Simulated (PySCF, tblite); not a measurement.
# C₃H₃F₃, a complex of two parts: NMR shifts, interaction energy, infrared bands, spin-spin couplings and core binding energies, part 1 of 3

What NMR shifts, interaction energy, infrared bands, spin-spin couplings and core binding energies should one expect for `FC(F)F` with `C#C`?

Computed with tblite 0.8.0 and PySCF 2.14.0; each step states its level. No surroundings beyond the atoms listed, unless a continuum is named. Atoms count from 0, parts from 1.

### 1 Starting point

9 atoms, charge 0, multiplicity 1; geometry: rigid parts in contact. Parts: 1 = atoms 0–4, `FC(F)F`, charge 0; 2 = atoms 5–8, `C#C`, charge 0.

### 2 Search for minima with GFN2-xTB

The job: settings as JSON, then the geometry in Å.

```
{"job": {"kind": "dock", "xc": "GFN2-xTB", "basis": "xTB"}, "charge": 0, "multiplicity": 1, "parts": [{"atoms": "0-4", "charge": 0, "multiplicity": 1}, {"atoms": "5-8", "charge": 0, "multiplicity": 1}]}
F     -0.829080    -0.922508    -0.416755
C      0.003564    -0.003735     0.058101
F      1.196045    -0.192739    -0.494416
F     -0.441782     1.193347    -0.304622
H      0.071253    -0.074364     1.157692
C      1.787294     1.796556     1.606425
C      2.472821     1.080377     2.271419
H      1.184870     2.426393     1.021385
H      3.075433     0.450447     2.856158
```

With the program's defaults for keys left out, this is: GFN2-xTB search for minima from random contacts, gas phase.

The run is started by

```sh
$ OMP_NUM_THREADS=1 python cluster_run.py task.json out
```

One launch serves the whole session: the jobs run in the order shown.

Standard output:

```text
step      E/eV     max force
  0    -600.13328    0.141
  1    -600.13403    0.141
  2    -600.13505    0.371
  3    -600.13717    0.325
  4    -600.13954    0.267
  5    -600.14367    0.213
  6    -600.14605    0.233
  7    -600.15105    0.217
  8    -600.15507    0.198
  9    -600.15778    0.172
 10    -600.15990    0.142
 11    -600.16256    0.179
 12    -600.16479    0.155
 13    -600.16608    0.093
 14    -600.16670    0.068
 15    -600.16707    0.068
 16    -600.16736    0.056
 17    -600.16753    0.043
 18    -600.16760    0.026
 19    -600.16764    0.014

distinct minima (kcal/mol above the one taken): 0.00 -0.31 0.54 1.02
by PBE0-D3(BJ)/def2-SVP single points: 0.00 0.24 0.40 0.74
binding energy -1.717 kcal/mol
```

It took 6 s on 1 thread of Intel Xeon 6975P-C, shared host.

Along the way:

| step | energy from step 0 (eV) | largest force (eV/Å) |
| --- | --- | --- |
| 0 | 0.0000 | 0.1410 |
| 1 | -0.0008 | 0.1415 |
| 2 | -0.0018 | 0.3712 |
| 3 | -0.0039 | 0.3243 |
| 4 | -0.0063 | 0.2675 |
| 5 | -0.0104 | 0.2129 |
| 6 | -0.0128 | 0.2327 |
| 7 | -0.0178 | 0.2168 |
| 8 | -0.0218 | 0.1981 |
| 9 | -0.0245 | 0.1719 |
| 10 | -0.0266 | 0.1417 |
| 11 | -0.0293 | 0.1788 |
| 12 | -0.0315 | 0.1549 |
| 13 | -0.0328 | 0.0924 |
| 14 | -0.0334 | 0.0684 |
| 15 | -0.0338 | 0.0680 |
| 16 | -0.0341 | 0.0558 |
| 17 | -0.0343 | 0.0422 |
| 18 | -0.0343 | 0.0271 |
| 19 | -0.0344 | 0.0144 |

Distances of close pairs at the start and the end, largest changes first:

| bond | before (Å) | after (Å) | change (Å) |
| --- | --- | --- | --- |
| C1–F3 | 1.328 | 1.329 | +0.001 |
| C1–H4 | 1.104 | 1.103 | -0.001 |
| F0–C1 | 1.328 | 1.329 | +0.001 |
| C1–F2 | 1.328 | 1.327 | -0.001 |
| C5–H7 | 1.050 | 1.050 | +0.001 |
| C5–C6 | 1.194 | 1.194 | +0.000 |
| C6–H8 | 1.050 | 1.050 | +0.000 |

Contacts between the parts in the structure taken on (a selection, picked against the atoms' radii; other short pairs can be missing):

| atoms | distance (Å) | kind (by distance and angle) | angle (°) |
| --- | --- | --- | --- |
| C1···C5 | 3.35 | inside the van der Waals sum | – |

Minima and a leading contact of each: 0.00 kcal/mol, C1···C5 3.35 Å (inside the van der Waals sum); -0.31 kcal/mol, H4···C6 2.54 Å (inside the van der Waals sum); 0.54 kcal/mol, F0···C5 3.33 Å (at van der Waals distance); 1.01 kcal/mol, F2···H7 2.63 Å (at van der Waals distance).

### 3 Geometry optimisation at PBE0-D3(BJ)/def2-SVPD

The job: settings as JSON, then the geometry in Å.

```
{"job": {"xc": "PBE0", "basis": "def2-SVPD", "d3": "d3bj", "grid": 2, "kind": "geom", "shake": 0.01}, "charge": 0, "multiplicity": 1, "parts": [{"atoms": "0-4", "charge": 0, "multiplicity": 1}, {"atoms": "5-8", "charge": 0, "multiplicity": 1}]}
F     -0.899616    -1.051107    -0.442251
C     -0.072962    -0.104461    -0.022688
F      1.080834    -0.305905    -0.624493
F     -0.491476     1.093092    -0.397154
H      0.041516    -0.148521     1.065481
C      1.904309     1.970458     1.732809
C      2.539152     1.145671     2.344321
H      1.380423     2.689358     1.189850
H      3.082486     0.442041     2.900964
```

Standard output:

```text
step   0  E = -414.85468207  max force = 0.018378
step   1  E = -414.85736703  max force = 0.004195
step   2  E = -414.85745042  max force = 0.001527
step   3  E = -414.85747541  max force = 0.000435
step   4  E = -414.85749514  max force = 0.000501
step   5  E = -414.85754830  max force = 0.002615
step   6  E = -414.85757963  max force = 0.002269
step   7  E = -414.85761151  max force = 0.000967
step   8  E = -414.85761651  max force = 0.000365
optimisation converged
```

It took 48 s on 1 thread of Intel Xeon 6975P-C, shared host; peak memory 0.7 GiB.

Relaxation path:

| step | energy from step 0 (eV) | largest force component (eV/Å) |
| --- | --- | --- |
| 0 | 0.0000 | 0.9450 |
| 1 | -0.0731 | 0.2157 |
| 2 | -0.0753 | 0.0785 |
| 3 | -0.0760 | 0.0224 |
| 4 | -0.0765 | 0.0258 |
| 5 | -0.0780 | 0.1345 |
| 6 | -0.0788 | 0.1167 |
| 7 | -0.0797 | 0.0497 |
| 8 | -0.0799 | 0.0188 |

Close pairs (by a distance rule), those that changed most:

| bond | before (Å) | after (Å) | change (Å) |
| --- | --- | --- | --- |
| C5–H7 | 1.042 | 1.074 | +0.032 |
| C6–H8 | 1.049 | 1.074 | +0.025 |
| C1–F2 | 1.317 | 1.332 | +0.015 |
| C1–F3 | 1.323 | 1.335 | +0.013 |
| F0–C1 | 1.325 | 1.333 | +0.008 |
| C1–H4 | 1.095 | 1.098 | +0.003 |
| C5–C6 | 1.207 | 1.209 | +0.002 |

The final coordinates are the input of the step that follows.

| at the end point | value |
| --- | --- |
| point group (found at 0.08 Å tolerance) | C1 |
| rotational constants (GHz, main isotopes) | 5.824, 1.519, 1.429 |
| dipole moment (D) | 1.82 |

Contacts at the end point (a selection, picked against the atoms' radii; other short pairs can be missing):

| atoms | distance (Å) | kind (by distance and angle) | angle (°) |
| --- | --- | --- | --- |
| H4···C5 | 2.80 | inside the van der Waals sum | – |

Against the parts relaxed at this level the binding energy is -2.74 kcal/mol, without counterpoise.

### 4 NMR shieldings: PBE0/pcSseg-2

The job: settings as JSON, then the geometry in Å.

```
{"job": {"kind": "nmr", "xc": "PBE0", "basis": "pcSseg-2"}, "charge": 0, "multiplicity": 1, "parts": [{"atoms": "0-4", "charge": 0, "multiplicity": 1}, {"atoms": "5-8", "charge": 0, "multiplicity": 1}]}
F     -0.917326    -1.010959    -0.389860
C      0.087676    -0.167868    -0.152764
F      1.127156    -0.527713    -0.903454
F     -0.294247     1.057245    -0.522435
H      0.362027    -0.174135     0.910215
C      1.783823     2.042827     1.855791
C      2.382328     1.202807     2.486206
H      1.252734     2.782906     1.285937
H      2.921670     0.463986     3.049277
```

Level: GIAO PBE0/pcSseg-2 NMR shielding, non-relativistic, gas phase.

Standard output:

```text
coarse grid: 8376 points
cycle   1  E = -415.1913183287  dE =  6.982e-01  |g| = 8.905e-01  |ddm| = 2.051e+00
cycle   2  E = -415.0848896742  dE =  1.064e-01  |g| = 1.257e+00  |ddm| = 8.663e-01
cycle   3  E = -415.3217433413  dE = -2.369e-01  |g| = 6.875e-02  |ddm| = 5.092e-01
cycle   4  E = -415.3225360097  dE = -7.927e-04  |g| = 2.672e-02  |ddm| = 6.218e-02
cycle   5  E = -415.3227010807  dE = -1.651e-04  |g| = 2.740e-03  |ddm| = 2.850e-02
cycle   6  E = -415.3227018834  dE = -8.027e-07  |g| = 1.770e-03  |ddm| = 3.837e-03
final grid: 84552 points
cycle   7  E = -415.3216825805  dE = -8.518e-05  |g| = 6.472e-03  |ddm| = 3.504e-02
cycle   8  E = -415.3216661709  dE =  1.641e-05  |g| = 1.064e-02  |ddm| = 1.064e-02
cycle   9  E = -415.3216910034  dE = -2.483e-05  |g| = 2.127e-03  |ddm| = 7.117e-03
cycle  10  E = -415.3216920744  dE = -1.071e-06  |g| = 5.277e-04  |ddm| = 1.726e-03
cycle  11  E = -415.3216921242  dE = -4.977e-08  |g| = 1.772e-04  |ddm| = 3.445e-04
cycle  12  E = -415.3216921291  dE = -4.890e-09  |g| = 1.680e-05  |ddm| = 9.342e-05
cycle  13  E = -415.3216921291  dE = -3.899e-11  |g| = 6.589e-06  |ddm| = 1.241e-05
converged SCF energy = -415.3216921291

GIAO shielding tensors (ppm)
atom      isotropic    diamagn.    paramagn.     s11        s22        s33       span
  0 F      266.051     469.978    -203.927    176.474    275.872    345.806    169.332
  1 C       57.151     240.951    -183.800     41.821     64.394     65.237     23.416
  2 F      264.227     470.358    -206.131    176.708    272.462    343.511    166.803
  3 F      265.391     471.777    -206.386    178.120    274.308    343.746    165.626
  4 H       24.389      33.436      -9.046     20.639     22.787     29.742      9.102
  5 C      105.371     262.240    -156.869     17.655     21.937    276.522    258.866
  6 C      106.325     261.914    -155.589     21.068     22.664    275.242    254.174
  7 H       29.659      31.272      -1.612     23.604     26.406     38.967     15.362
  8 H       29.800      30.891      -1.091     24.360     25.091     39.949     15.589

== part 1 alone, relaxed ==
coarse grid: 4968 points
cycle   1  E = -337.9579602709  dE =  6.057e-01  |g| = 8.361e-01  |ddm| = 1.401e+00
cycle   2  E = -337.8467873537  dE =  1.112e-01  |g| = 1.232e+00  |ddm| = 7.397e-01
cycle   3  E = -338.0661443320  dE = -2.194e-01  |g| = 2.846e-02  |ddm| = 4.373e-01
cycle   4  E = -338.0662327608  dE = -8.843e-05  |g| = 1.346e-02  |ddm| = 1.794e-02
cycle   5  E = -338.0662583958  dE = -2.563e-05  |g| = 1.992e-03  |ddm| = 6.683e-03
cycle   6  E = -338.0662591786  dE = -7.827e-07  |g| = 2.567e-04  |ddm| = 1.435e-03
final grid: 51392 points
cycle   7  E = -338.0630187096  dE = -6.262e-05  |g| = 4.040e-03  |ddm| = 1.943e-02
cycle   8  E = -338.0630173403  dE =  1.369e-06  |g| = 5.254e-03  |ddm| = 3.740e-03
cycle   9  E = -338.0630216526  dE = -4.312e-06  |g| = 4.224e-04  |ddm| = 1.930e-03
cycle  10  E = -338.0630216761  dE = -2.352e-08  |g| = 1.793e-04  |ddm| = 2.891e-04
cycle  11  E = -338.0630216810  dE = -4.878e-09  |g| = 2.435e-05  |ddm| = 8.695e-05
cycle  12  E = -338.0630216810  dE = -4.161e-11  |g| = 1.408e-05  |ddm| = 1.214e-05
converged SCF energy = -338.0630216810

GIAO shielding tensors (ppm)
atom      isotropic    diamagn.    paramagn.     s11        s22        s33       span
  0 F      262.082     468.017    -205.934    174.688    267.925    343.634    168.947
  1 C       57.554     237.130    -179.576     40.758     65.925     65.979     25.222
  2 F      262.097     468.046    -205.949    174.720    267.950    343.620    168.900
  3 F      262.066     468.023    -205.957    174.671    267.848    343.679    169.008
  4 H       24.934      27.982      -3.048     22.775     22.785     29.241      6.466

== part 2 alone, relaxed ==
coarse grid: 3416 points
cycle   1  E = -77.2290642676  dE =  9.584e-02  |g| = 3.220e-01  |ddm| = 1.413e+00
cycle   2  E = -77.2333683563  dE = -4.304e-03  |g| = 2.836e-01  |ddm| = 4.136e-01
cycle   3  E = -77.2545784609  dE = -2.121e-02  |g| = 1.525e-02  |ddm| = 2.592e-01
cycle   4  E = -77.2546404542  dE = -6.199e-05  |g| = 1.885e-03  |ddm| = 2.966e-02
cycle   5  E = -77.2546411226  dE = -6.684e-07  |g| = 6.223e-05  |ddm| = 3.459e-03
final grid: 33160 points
cycle   6  E = -77.2566731456  dE = -2.504e-05  |g| = 3.088e-03  |ddm| = 3.913e-02
cycle   7  E = -77.2566736952  dE = -5.496e-07  |g| = 2.792e-03  |ddm| = 6.592e-03
cycle   8  E = -77.2566757944  dE = -2.099e-06  |g| = 1.033e-04  |ddm| = 2.999e-03
cycle   9  E = -77.2566757959  dE = -1.537e-09  |g| = 1.481e-05  |ddm| = 1.230e-04
cycle  10  E = -77.2566757959  dE = -2.765e-11  |g| = 3.957e-06  |ddm| = 6.121e-06
converged SCF energy = -77.2566757959

GIAO shielding tensors (ppm)
atom      isotropic    diamagn.    paramagn.     s11        s22        s33       span
  0 C      107.591     261.551    -153.959     21.845     21.845    279.084    257.239
  1 C      107.591     261.551    -153.960     21.844     21.845    279.084    257.239
  2 H       29.920      31.104      -1.185     24.818     24.818     40.124     15.306
  3 H       29.920      31.104      -1.185     24.818     24.818     40.124     15.306
```

Run time: 25 s. Hardware: 1 thread of Intel Xeon 6975P-C, shared host; peak memory 0.91 GiB.

No reference compound was run at this level, so shieldings alone are listed.

| atoms | environment | σ (ppm) |
| --- | --- | --- |
| C1 | carbon bonded to 3 F, H | 57.2 |
| C5 | carbon bonded to C, H | 105.4 |
| C6 | carbon bonded to C, H | 106.3 |
| H4 | hydrogen on a carbon bonded to 3 F | 24.39 |
| H7 | hydrogen on a carbon bonded to C | 29.66 |
| H8 | hydrogen on a carbon bonded to C | 29.80 |
| F2 | fluorine bonded to C | 264.2 |
| F3 | fluorine bonded to C | 265.4 |
| F0 | fluorine bonded to C | 266.1 |

The run also stored atomic charges by several schemes (e):

| atoms | Mulliken | IAO | Hirshfeld | ESP fit |
| --- | --- | --- | --- | --- |
| F0 | -0.24 | -0.29 | -0.10 | -0.19 |
| C1 | 0.71 | 0.71 | 0.22 | 0.50 |
| F2 | -0.24 | -0.29 | -0.10 | -0.19 |
| F3 | -0.25 | -0.29 | -0.10 | -0.19 |
| C5 | -0.08 | -0.21 | -0.09 | -0.29 |
| C6 | -0.06 | -0.21 | -0.09 | -0.27 |

Mayer bond orders: F0–C1 1.04, C1–F2 1.04, C1–F3 1.02, C5–C6 2.73.

What binding changes (parts relaxed alone, same level, their own basis):

| atom | σ alone (ppm) | σ in the cluster | shift on binding (ppm) |
| --- | --- | --- | --- |
| F0 | 262.08 | 266.05 | -3.97 |
| F3 | 262.07 | 265.39 | -3.33 |
| C5 | 107.59 | 105.37 | +2.22 |
| F2 | 262.10 | 264.23 | -2.13 |
| C6 | 107.59 | 106.32 | +1.27 |
| H4 | 24.93 | 24.39 | +0.54 |
| H7 | 29.92 | 29.66 | +0.26 |
| H8 | 29.92 | 29.80 | +0.12 |

### 5 Counterpoise and decomposition: wB97M-D3(BJ)/def2-SVPD

The job: settings as JSON, then the geometry in Å.

```
{"job": {"kind": "inter", "xc": "wB97M-D3(BJ)", "basis": "def2-SVPD", "pairs": false}, "charge": 0, "multiplicity": 1, "parts": [{"atoms": "0-4", "charge": 0, "multiplicity": 1}, {"atoms": "5-8", "charge": 0, "multiplicity": 1}]}
F     -0.917326    -1.010959    -0.389860
C      0.087676    -0.167868    -0.152764
F      1.127156    -0.527713    -0.903454
F     -0.294247     1.057245    -0.522435
H      0.362027    -0.174135     0.910215
C      1.783823     2.042827     1.855791
C      2.382328     1.202807     2.486206
H      1.252734     2.782906     1.285937
H      2.921670     0.463986     3.049277
```

Method: wB97M-D3(BJ)/def2-SVPD interaction energy, counterpoise and uncorrected, gas phase.

Standard output:

```text
part 1, own basis, geometry of the cluster
coarse grid: 23552 points
cycle   1  E = -337.9166057373  dE =  6.143e-01  |g| = 8.592e-01  |ddm| = 2.339e+00
cycle   2  E = -337.9289466242  dE = -1.234e-02  |g| = 9.090e-01  |ddm| = 1.318e+00
cycle   3  E = -338.0573550292  dE = -1.284e-01  |g| = 5.195e-02  |ddm| = 6.785e-01
cycle   4  E = -338.0578261392  dE = -4.711e-04  |g| = 1.408e-02  |ddm| = 5.673e-02
cycle   5  E = -338.0578778490  dE = -5.171e-05  |g| = 1.857e-03  |ddm| = 2.116e-02
cycle   6  E = -338.0578794328  dE = -1.584e-06  |g| = 5.329e-04  |ddm| = 4.677e-03
final grid: 51392 points
cycle   7  E = -338.0578159760  dE = -8.054e-08  |g| = 4.953e-04  |ddm| = 1.176e-03
cycle   8  E = -338.0578159771  dE = -1.101e-09  |g| = 5.329e-04  |ddm| = 6.443e-04
cycle   9  E = -338.0578160199  dE = -4.274e-08  |g| = 2.707e-05  |ddm| = 2.963e-04
cycle  10  E = -338.0578160203  dE = -4.080e-10  |g| = 1.447e-05  |ddm| = 6.995e-05
converged SCF energy = -338.0578160203

part 2, own basis, geometry of the cluster
coarse grid: 15304 points
cycle   1  E = -77.2797183577  dE =  8.069e-02  |g| = 2.069e-01  |ddm| = 5.448e+00
cycle   2  E = -77.2908325990  dE = -1.111e-02  |g| = 8.615e-02  |ddm| = 7.539e-01
cycle   3  E = -77.2927727544  dE = -1.940e-03  |g| = 1.457e-02  |ddm| = 4.042e-01
cycle   4  E = -77.2928488038  dE = -7.605e-05  |g| = 2.006e-03  |ddm| = 9.683e-02
cycle   5  E = -77.2928507024  dE = -1.899e-06  |g| = 2.632e-04  |ddm| = 2.208e-02
final grid: 33160 points
cycle   6  E = -77.2928712748  dE = -2.806e-08  |g| = 2.193e-04  |ddm| = 2.265e-03
cycle   7  E = -77.2928712690  dE =  5.756e-09  |g| = 2.823e-04  |ddm| = 6.027e-04
cycle   8  E = -77.2928712884  dE = -1.940e-08  |g| = 1.312e-05  |ddm| = 2.788e-04
cycle   9  E = -77.2928712886  dE = -1.385e-10  |g| = 8.070e-07  |ddm| = 8.056e-05
converged SCF energy = -77.2928712886

part 1, own basis, relaxed alone
coarse grid: 23552 points
cycle   1  E = -337.9172645588  dE =  6.210e-01  |g| = 8.578e-01  |ddm| = 2.340e+00
cycle   2  E = -337.9301546148  dE = -1.289e-02  |g| = 9.050e-01  |ddm| = 1.312e+00
cycle   3  E = -338.0573507397  dE = -1.272e-01  |g| = 5.185e-02  |ddm| = 6.747e-01
cycle   4  E = -338.0578198176  dE = -4.691e-04  |g| = 1.404e-02  |ddm| = 5.638e-02
cycle   5  E = -338.0578713171  dE = -5.150e-05  |g| = 1.811e-03  |ddm| = 2.114e-02
cycle   6  E = -338.0578728896  dE = -1.572e-06  |g| = 3.398e-04  |ddm| = 4.672e-03
final grid: 51392 points
cycle   7  E = -338.0577861376  dE = -8.191e-08  |g| = 2.164e-04  |ddm| = 1.163e-03
cycle   8  E = -338.0577861455  dE = -7.857e-09  |g| = 1.927e-04  |ddm| = 3.976e-04
cycle   9  E = -338.0577861516  dE = -6.139e-09  |g| = 2.731e-05  |ddm| = 1.444e-04
cycle  10  E = -338.0577861520  dE = -3.712e-10  |g| = 1.069e-05  |ddm| = 6.458e-05
converged SCF energy = -338.0577861520

part 2, own basis, relaxed alone
coarse grid: 15304 points
cycle   1  E = -77.2797067098  dE =  8.267e-02  |g| = 2.073e-01  |ddm| = 5.486e+00
cycle   2  E = -77.2908392476  dE = -1.113e-02  |g| = 8.643e-02  |ddm| = 7.543e-01
cycle   3  E = -77.2927909642  dE = -1.952e-03  |g| = 1.454e-02  |ddm| = 4.071e-01
cycle   4  E = -77.2928668188  dE = -7.585e-05  |g| = 1.999e-03  |ddm| = 9.764e-02
cycle   5  E = -77.2928687145  dE = -1.896e-06  |g| = 2.102e-04  |ddm| = 2.217e-02
final grid: 33160 points
cycle   6  E = -77.2928861796  dE = -3.601e-08  |g| = 6.315e-05  |ddm| = 3.064e-03
cycle   7  E = -77.2928861825  dE = -2.948e-09  |g| = 1.854e-05  |ddm| = 2.994e-04
cycle   8  E = -77.2928861828  dE = -2.912e-10  |g| = 5.119e-06  |ddm| = 1.023e-04
converged SCF energy = -77.2928861828

cluster
final grid: 84552 points
cycle   1  E = -415.3533568893  dE = -1.653e-03  |g| = 1.125e-02  |ddm| = 6.885e-01
cycle   2  E = -415.3534400489  dE = -8.316e-05  |g| = 4.176e-03  |ddm| = 1.171e-01
cycle   3  E = -415.3534464539  dE = -6.405e-06  |g| = 3.571e-03  |ddm| = 2.193e-02
cycle   4  E = -415.3534497863  dE = -3.332e-06  |g| = 7.591e-04  |ddm| = 8.240e-03
cycle   5  E = -415.3534499918  dE = -2.055e-07  |g| = 2.598e-04  |ddm| = 2.043e-03
cycle   6  E = -415.3534500092  dE = -1.738e-08  |g| = 8.620e-05  |ddm| = 4.746e-04
cycle   7  E = -415.3534500116  dE = -2.411e-09  |g| = 1.913e-05  |ddm| = 3.360e-04
cycle   8  E = -415.3534500117  dE = -1.252e-10  |g| = 5.224e-06  |ddm| = 6.818e-05
converged SCF energy = -415.3534500117

part 1 in the basis of the cluster
final grid: 84552 points
cycle   1  E = -338.0582134128  dE = -3.976e-04  |g| = 2.749e-03  |ddm| = 4.293e-01
cycle   2  E = -338.0582172583  dE = -3.845e-06  |g| = 4.864e-04  |ddm| = 4.592e-02
cycle   3  E = -338.0582173681  dE = -1.098e-07  |g| = 3.310e-04  |ddm| = 6.675e-03
cycle   4  E = -338.0582173857  dE = -1.758e-08  |g| = 3.658e-05  |ddm| = 3.057e-04
cycle   5  E = -338.0582173862  dE = -4.406e-10  |g| = 9.140e-06  |ddm| = 1.379e-04
converged SCF energy = -338.0582173862

part 2 in the basis of the cluster
final grid: 84552 points
cycle   1  E = -77.2935352110  dE = -6.641e-04  |g| = 5.963e-03  |ddm| = 5.640e-01
cycle   2  E = -77.2935679478  dE = -3.274e-05  |g| = 1.422e-03  |ddm| = 1.137e-01
cycle   3  E = -77.2935702429  dE = -2.295e-06  |g| = 4.671e-04  |ddm| = 3.265e-02
cycle   4  E = -77.2935703216  dE = -7.871e-08  |g| = 9.262e-05  |ddm| = 2.202e-03
cycle   5  E = -77.2935703260  dE = -4.487e-09  |g| = 7.665e-05  |ddm| = 6.868e-04
cycle   6  E = -77.2935703276  dE = -1.533e-09  |g| = 9.924e-06  |ddm| = 1.172e-04
cycle   7  E = -77.2935703276  dE = -5.500e-11  |g| = 1.786e-06  |ddm| = 4.444e-05
converged SCF energy = -77.2935703276

Interaction energy (kcal/mol)
  counterpoise       -2.062
  uncorrected        -2.753
  dispersion part    -1.019
  deformation        -0.009
  binding            -2.071

Decomposition of the uncorrected value (kcal/mol)
  electrostatic      -2.381
  Pauli               1.743
  orbital            -1.096
  dispersion         -1.019

Charge of each part in the cluster: -0.004 0.004
```

Wall time 19 s (1 thread of Intel Xeon 6975P-C, shared host); peak memory 0.74 GiB.

Contacts at this geometry (a selection, picked against the atoms' radii; other short pairs can be missing):

| atoms | distance (Å) | kind (by distance and angle) | angle (°) |
| --- | --- | --- | --- |
| H4···C5 | 2.80 | inside the van der Waals sum | – |

The decomposition goes in steps from the parts' own densities: electrostatics between them unchanged, then the rise on making their orbitals orthogonal (called Pauli here; it holds the exchange-correlation between the parts too, so it can be small or negative at long range), then orbital relaxation, then the dispersion term. Charges of the parts share the cluster's density out in proportion to the parts' own densities.

The SCF energies in the log hold no dispersion term; the tabulated energies do.

The parts:

| part | SMILES | deformation (kcal/mol) | HOMO alone (eV) | charge in the cluster (e) |
| --- | --- | --- | --- | --- |
| 1 | FC(F)F | -0.02 | -14.08 | -0.004 |
| 2 | C#C | 0.01 | -10.80 | 0.004 |

A deformation below zero shows that the part was relaxed at another level.

(Continued in part 2 of 3.)
